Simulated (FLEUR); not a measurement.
# Al (Fm-3m) in FLEUR: a series of runs, part 2 of 2

FLEUR MaX-R8.1 (later development tree). Earlier steps stand in the parts before.

### Step 5. Equation of state, LDA exchange alone (X-alpha), 16.60 Å³/atom

inp.xml

```xml
<?xml version="1.0" encoding="UTF-8" standalone="no"?>
<fleurInput fleurInputVersion="0.39">
   <comment>
      Al                                                                                                  
   </comment>
   <calculationSetup>
      <cutoffs Kmax="4.1" Gmax="12.7" GmaxXC="12.7" numbands="0"/>
      <scfLoop itmax="60" minDistance="0.00001" maxIterBroyd="15" imix="Anderson" alpha="0.05" precondParam="0.0" spinf="2.0" sdNocoIR="T"/>
      <coreElectrons ctail="T" frcor="F" kcrel="0" coretail_lmax="0"/>
      <xcFunctional name="x-a" relativisticCorrections="F"/>
      <magnetism jspins="1"/>
      <soc l_soc="F" theta="0.0" phi="0.0" spav="F"/>
      <expertModes spex="0" secvar="F"/>
      <geometryOptimization l_f="F" forcealpha="1.0" forcemix="BFGS" epsdisp="0.00001" epsforce="0.00001"/>
      <ldaU l_linMix="F" mixParam="0.05" spinf="1.0"/>
   </calculationSetup>
   <cell>
      <bzIntegration valenceElectrons="11.0" mode="hist" fermiSmearingEnergy="0.00183747">
         <kPointListSelection listName="default-1"/>
         <!-- k-points included here -->
         <xi:include xmlns:xi="http://www.w3.org/2001/XInclude" href="kpts.xml"> </xi:include>
      </bzIntegration>
      <!-- symmetry operations included here -->
      <xi:include xmlns:xi="http://www.w3.org/2001/XInclude" href="sym.xml"> </xi:include>
      <bulkLattice scale="1.0000000000">
         <bravaisMatrix>
            <row-1>    0.0000000000000000     3.8263269057207032     3.8263269057207032</row-1>
            <row-2>    3.8263269057207032     0.0000000000000000     3.8263269057207032</row-2>
            <row-3>    3.8263269057207032     3.8263269057207032     0.0000000000000000</row-3>
         </bravaisMatrix>
      </bulkLattice>
   </cell>
   <atomSpecies>
      <species name="Aluminum (Al)" element="Al" atomicNumber="13">
         <mtSphere radius="2.45" gridPoints="829" logIncrement="0.014"/>
         <atomicCutoffs lmax="10" lnonsphr="8"/>
         <electronConfig flipSpins="F">
            <coreConfig>(1s1/2)</coreConfig>
            <valenceConfig>(2s1/2) (2p1/2) (2p3/2) (3s1/2) (3p1/2) (3p3/2)</valenceConfig>
            <stateOccupation state="(3p1/2)" spinUp="0.166667" spinDown="0.166667"/>
            <stateOccupation state="(3p3/2)" spinUp="0.333333" spinDown="0.333333"/>
         </electronConfig>
         <energyParameters s="3" p="3" d="3" f="4"/>
         <lo type="SCLO" l="0" n="2" eDeriv="0"/>
         <lo type="SCLO" l="1" n="2" eDeriv="0"/>
         <lo type="SCLO" l="2" n="3" eDeriv="2"/>
         <lo type="SCLO" l="3" n="4" eDeriv="2"/>
      </species>
   </atomSpecies>
   <atomGroups>
      <atomGroup species="Aluminum (Al)">
         <relPos label="                   1">.0000000000 .0000000000 .0000000000</relPos>
         <force calculate="T" relaxXYZ="TTT"/>
      </atomGroup>
   </atomGroups>
   <output dos="F" band="F" slice="F">
      <checks vchk="F" cdinf="F"/>
      <bandDOS minEnergy="-.5*Htr" maxEnergy="0.5*Htr" sigma="0.015" storeEVData="T"/>
      <vacuumDOS vacdos="F" integ="F" star="F" nstars="0" locx1="0.0" locy1="0.0" locx2="0.0" locy2="0.0" nstm="0" tworkf="0.0"/>
      <unfoldingBand unfoldBand="F" supercellX="1" supercellY="1" supercellZ="1"/>
      <plotting iplot="0" polar="F">
         <plot TwoD="T" vec1="  1.0  0.0  0.0" vec2="  0.0  1.0  0.0" vec3="  0.0  0.0  1.0" zero="  0.0  0.0  0.0" file="plot"/>
      </plotting>
      <chargeDensitySlicing numkpt="0" minEigenval="0.0" maxEigenval="0.0" nnne="0" pallst="F"/>
      <specialOutput eonly="F"/>
      <moessbauerParams electricFieldGradient="T" isomerShift="T" coreHyperfine="T" valenceHyperfine="T"/>
      <magneticCircularDichroism mcd="F" energyLo="-10.0" energyUp="0.0"/>
   </output>
  <!-- We include the file relax.xml here to enable relaxations (see documentation) -->
  <xi:include xmlns:xi="http://www.w3.org/2001/XInclude" href="relax.xml"> <xi:fallback/> </xi:include>
</fleurInput>
```

Command:

```
> inpgen -f crystal.txt -profile fastHighL
> # inp.xml edited to the form shown
> fleur_MPI
```

Run time: 3.7 s. Hardware: 1 thread of Intel Xeon 6975P-C (Granite Rapids), shared host; peak memory 0.08 GiB.

The run converged. Its results:

| Item | Value |
| --- | --- |
| Free energy | -6556.0728 eV |
| Band gap on the k mesh | none (metal or under the smearing width) |
| Valence electrons inside the program's atomic spheres | Al 9.71 (radii Al 2.45 bohr) |

### Step 6. Equation of state, LDA exchange alone (X-alpha), 17.27 Å³/atom (volume scaled by 1.04)

Edit inp.xml of step 5 so:

```diff
@@ -24,3 +24,3 @@
       <xi:include xmlns:xi="http://www.w3.org/2001/XInclude" href="sym.xml"> </xi:include>
-      <bulkLattice scale="1.0000000000">
+      <bulkLattice scale="1.0131594038">
          <bravaisMatrix>
```

Potentials or basis: all-electron, FLAPW.

Command:

```
> inpgen -f crystal.txt -profile fastHighL
> # inp.xml edited to the form shown
> fleur_MPI
```

It took 4.1 s on 1 thread of Intel Xeon 6975P-C (Granite Rapids), shared host; peak memory 0.08 GiB.

It converged, with:

```yaml
Free_energy: -6556.0761 eV
Band_gap_on_the_k_mesh: none (metal or under the smearing width)
Valence_electrons_inside_the_program's_atomic_spheres: Al 9.67 (radii Al 2.45 bohr)
```

### Step 7. Equation of state, LDA exchange alone (X-alpha), 17.60 Å³/atom (volume scaled by 1.06)

Edit inp.xml of step 6 so:

```diff
@@ -24,3 +24,3 @@
       <xi:include xmlns:xi="http://www.w3.org/2001/XInclude" href="sym.xml"> </xi:include>
-      <bulkLattice scale="1.0131594038">
+      <bulkLattice scale="1.0196128224">
          <bravaisMatrix>
```

Command:

```
> inpgen -f crystal.txt -profile fastHighL
> # inp.xml edited to the form shown
> fleur_MPI
```

Run time: 4.1 s. Hardware: 1 thread of Intel Xeon 6975P-C (Granite Rapids), shared host; peak memory 0.08 GiB.

The run converged. Its results:

```yaml
Free_energy: -6556.0738 eV
Band_gap_on_the_k_mesh: none (metal or under the smearing width)
Valence_electrons_inside_the_program's_atomic_spheres: Al 9.64 (radii Al 2.45 bohr)
```

### Step 8. Equation of state, LDA exchange alone (X-alpha)

Potentials or basis: all-electron, FLAPW.

This step only gathers the single runs of the series.

Results:

* Equilibrium volume: 17.13 Å³/atom
* Bulk modulus: 67 GPa
* Pressure derivative of the bulk modulus: 4.6 (rough: it moves with the points fitted)

Energy against volume, from the lowest point:
| volume (Å³/atom) | energy (meV/atom) |
| --- | --- |
| 15.607 | 33.18 |
| 15.939 | 19.42 |
| 16.603 | 3.32 |
| 17.267 | 0.00 |
| 17.599 | 2.31 |

### Step 9. How close it comes

Step 8. Measured bulk modulus of Al: 76.9 GPa (quoted in “The interpretation of polycrystalline coherent inelastic neutron scattering from aluminium”, 2013, pmc:3831299). This calculation gives 67 GPa (-13.5 %). The fit is for a static lattice scaled at fixed shape and fixed fractional positions. The cell as given is a measured one (16.60 Å³/atom); LDA exchange alone (X-alpha) puts the equilibrium volume +3.2 % from it, thermal expansion not counted.
